The row at 5.959 Å³ per atom looks wrong. From the row before it, the band gap of cubic boron nitride falls by 0.002 eV while the volume grows by only 0.006 Å³, a slope of −0.33 eV/Å³. Every other step in the table gives about −0.22 eV/Å³. Taken at face value, the gap suddenly reacts half as strongly again to expansion, and then returns to normal in the next row.

Cubic boron nitride (two-atom cell, space group F-43m) at fixed geometries, calculated with Ansatz 0.2.0 using scalar-relativistic DFT without spin polarization, the r2SCAN functional, PAW and a plane-wave cutoff of 500 eV. Both gaps are Kohn–Sham gaps taken on a 12×12×12 k mesh, with Gaussian smearing of 0.02 eV. Such a mesh can miss a band edge that lies between its points. The rows are also a selection: runs that failed or met a known fault of the program, and some with graver warnings, were left out.

| volume (Å³/atom) | shortest distance (Å) | band gap (eV) | least direct gap (eV) |
| --- | --- | --- | --- |
| 5.350 | 1.515 | 5.119 | 10.060 |
| 5.526 | 1.531 | 5.081 | 9.898 |
| 5.702 | 1.547 | 5.042 | 9.740 |
| 5.879 | 1.563 | 5.003 | 9.587 |
| 5.953 | 1.570 | 4.987 | 9.525 |
| 5.959 | 1.570 | 4.985 | 9.519 |
| 6.055 | 1.578 | 4.964 | 9.439 |
| 6.232 | 1.594 | 4.925 | 9.295 |
| 6.467 | 1.613 | 4.872 | 9.110 |

The cause is the last printed digit. Two gaps rounded to 0.001 eV can make a true step of just over 0.001 eV appear as 0.002 eV, and the tiny change of volume then magnifies that error. With more digits from the same two calculations, the slope between them is −0.221 eV/Å³, the same as elsewhere. The row is sound, and no other row stands out. What needs explaining is why a crystal whose bonds are stretched by about 6.5 % from one end of the table to the other shows no kink at all.

A band gap is the distance between two particular electron states, the highest filled one and the lowest empty one. As long as they remain the same two states, their energies change smoothly when the crystal is gently squeezed or stretched. A kink needs a change of identity: another state takes over one of the edges, or the atoms rearrange. Cubic boron nitride under uniform pressure gives little opportunity for either.

Symmetry is the first reason. Each atom sits at the centre of a regular tetrahedron of four neighbours, and an equal change of all lengths keeps that tetrahedron regular. The atoms have no preferred direction in which to shift, so the bond length simply follows the cell. The top of the filled band consists of three states of equal energy, and an equal strain in all directions can't split them. A squeeze along one axis could, and the gap would then respond differently.

The second reason is that the edges keep their places. In every row the highest filled state lies at Γ, where the electron wave repeats identically from cell to cell, and the lowest empty state on the mesh lies at X, where its phase alternates along one cube axis. The gap is therefore indirect throughout. The same place doesn't by itself prove the same state, since two empty states at X could still swap order. But if they responded differently to volume, the swap would show as a kink, and none appears. The gap is also far too wide for electrons to spill across it, so the same bands stay filled.

The direction of the trend has a standard chemical explanation, which the table agrees with but doesn't prove. The filled states near the gap are largely bonding and the empty ones largely antibonding. When the atoms move closer, their orbitals overlap more and the two groups are pushed further apart, so the gap widens on compression and narrows on expansion.

The response is nevertheless weak. The band gap falls by 0.247 eV over the whole range, while the least direct gap, between states with the same wave pattern, falls by 0.950 eV. An indirect gap isn't the splitting of one bonding–antibonding pair: its two states have different wave patterns, and each responds to the bond length in its own way. The gap changes only by the difference between the two shifts, as any gap does. Here that difference is small, which the table shows but doesn't explain. The least direct gap can be placed too: where band energies were also recorded along a path through the Brillouin zone, the gap at Γ equals it exactly. If it stays at Γ at the other volumes, as its smooth course suggests, both gaps start from the same filled level, and their different responses come entirely from the empty states. Over the whole range the empty state at Γ then comes down by about 0.7 eV relative to the one at X. The energies alone don't show which orbitals make up these two states, so they don't explain why the one at Γ responds more strongly.

In related crystals the balance can tip the other way. In silicon and many heavier III–V compounds, the gap between Γ and the region near X shrinks under pressure. The usual explanation is that empty d states lie low enough to mix into the conduction state near X and hold it down. Boron, carbon and nitrogen have no such low d states, and diamond's gap, like that of cubic boron nitride, widens under pressure.

The simplest quantitative model follows from the same picture. A small fractional change of volume, $dV/V$, shifts each edge in proportion, and the gap $E_g$ changes by the difference of the two shifts:

$$dE_g = a\,\frac{dV}{V}.$$

Here $V$ is the volume per atom and $a$ is the deformation potential of the gap. If $a$ is constant, the gap is a straight line in $\ln V$. If the size of $a$ grows in proportion to the volume, the gap is a straight line in $V$ itself.

Straight lines fitted to all nine rows separate these cases. The least direct gap follows $\ln V$ to about 0.5 meV, with $a$ close to −5.0 eV. The band gap bends away from such a line by up to 5 meV, but stays within 0.8 meV of a line in $V$, hardly more than the rounding of the table. That bend is gradual and shared by the whole series, so it reflects a slowly changing $a$ and not a faulty row. The derivation doesn't single out $V$ as the natural variable; the line is a compact description over this range, and the gaps at both ends lie slightly below it, so a trace of curvature remains. The full output stands after the text.

One case shows how the model is used. The row at 5.879 Å³ is almost free of pressure and has a gap of 5.003 eV. Compressing it to 5.350 Å³ removes 0.529 Å³, and with the fitted slope of −0.221 eV/Å³ the gap should rise by 0.529 × 0.221 = 0.117 eV. The result, 5.120 eV, is 0.001 eV above the calculated gap. Both rows were part of the fit, so this shows how well the line describes them and isn't an independent prediction.

Compression experiments are usually described by pressure rather than volume, and against pressure the same smooth data look strongly curved. In the most compressed step the gap changes by 2.3 meV per GPa, in the most expanded step by 4.9 meV per GPa. Most of this change comes from the crystal becoming softer as it expands: one more GPa then alters the volume more. The stresses of the same runs give a stiffness that falls by a factor of 1.77 between these steps, and the growth of $a$ supplies the remaining factor of about 1.2. A pressure coefficient measured near ambient conditions therefore shouldn't be carried unchanged to tens of GPa.

For practical purposes the effect is small. A pressure of about 13 GPa, reached at 5.702 Å³, raises the gap by only 0.039 eV. The trend can also be expected to be more trustworthy than the gap itself. The measured gap is, as a rough recalled figure, somewhat above 6 eV, and the r2SCAN functional usually gives gaps that are too small. Lattice vibrations are missing here, but they normally lower the gap of such a crystal and so wouldn't close the difference.

A real break would appear if another pair of states became the closest. The candidate that this table can size is the direct gap, which falls faster on expansion and could in principle overtake the indirect one. At the largest volume its slope is −5.01/6.467 = −0.775 eV/Å³, more than three times as steep as that of the band gap. Had the direct gap taken over there, one further step of 0.176 Å³ would have left the old line by about 0.1 eV, more than a hundred times the largest misfit to that line.

The table is far from such a crossing. At the largest volume the direct gap is still 4.24 eV wider than the indirect one, and this lead has shrunk by only 0.70 eV over the whole range. At that average rate it would take six more ranges of the same width to use it up. This is a measure of distance and not a forecast, since the crystal is already under about 31 GPa of tension in the last row and would probably fail long before.

A change of structure is the more realistic place to look. In layered boron nitride each atom has three close neighbours instead of four, so the bonding behind both band edges changes and the gap needn't continue the cubic line. These calculations keep the cubic arrangement and can't show when such a change would happen. They do show that within this arrangement, from strong compression to strong tension, the gap remains the distance between states at the same two points of the zone, which removes the most obvious source of a kink.

Numerical output:

```
fit of band_gap on 9 rows: constant 7.302 +/- 0.032, coefficient of lnv -1.299 +/- 0.018; rms 0.00262, worst 6.467 0.00494, leave-one-out rms 0.00422
fit of band_gap on 9 rows: constant 6.302 +/- 0.003, coefficient of vol -0.2211 +/- 0.0005; rms 0.00043, worst 6.467 0.000769, leave-one-out rms 0.000692
fit of least_direct_gap on 9 rows: constant 18.46 +/- 0.0047, coefficient of lnv -5.012 +/- 0.0027; rms 0.000387, worst 5.959 0.000501, leave-one-out rms 0.000516
Misfits (prediction less value, meV) and slopes from the row before:
    row  gap on ln V  gap on V  direct gap on ln V  gap slope eV/A3  gap slope meV/GPa  bulk modulus GPa
   5.35        4.285    0.7142             -0.2173              n/a                n/a               n/a
  5.526       0.2335   -0.1958             -0.4312          -0.2159              2.273             516.4
  5.702       -1.499   -0.1057              0.4411          -0.2216              2.686             463.1
  5.879       -2.214   -0.2368              0.2379          -0.2203               3.09             412.9
  5.953       -2.465   -0.5967             -0.4503          -0.2162              3.342             382.8
  5.959       -1.774   0.07685              0.5011          -0.3333              4.938               402
  6.055       -1.537   -0.1468              0.4071          -0.2187              3.629               362
  6.232      0.03012   -0.2778            0.008111          -0.2203              4.083             331.5
  6.467        4.941    0.7685             -0.4965          -0.2255              4.895             292.5
Fall of the band gap over the whole range, eV: 0.247
Fall of the least direct gap over the whole range, eV: 0.95
Change of gap per unit ln V at the smallest volume (line in V), eV: -1.183
Change of gap per unit ln V at the largest volume (line in V), eV: -1.43
Gap slope between the two close rows from finer values, eV/A3: -0.2209
Gap slope per GPa, most expanded step over most compressed step: 2.153
Bulk modulus, most compressed step over most expanded step: 1.765
Direct gap less indirect gap at its largest, eV: 4.941
Direct gap less indirect gap at its smallest, eV: 4.238
Smallest lead divided by the change of the lead over the range: 6.028
```
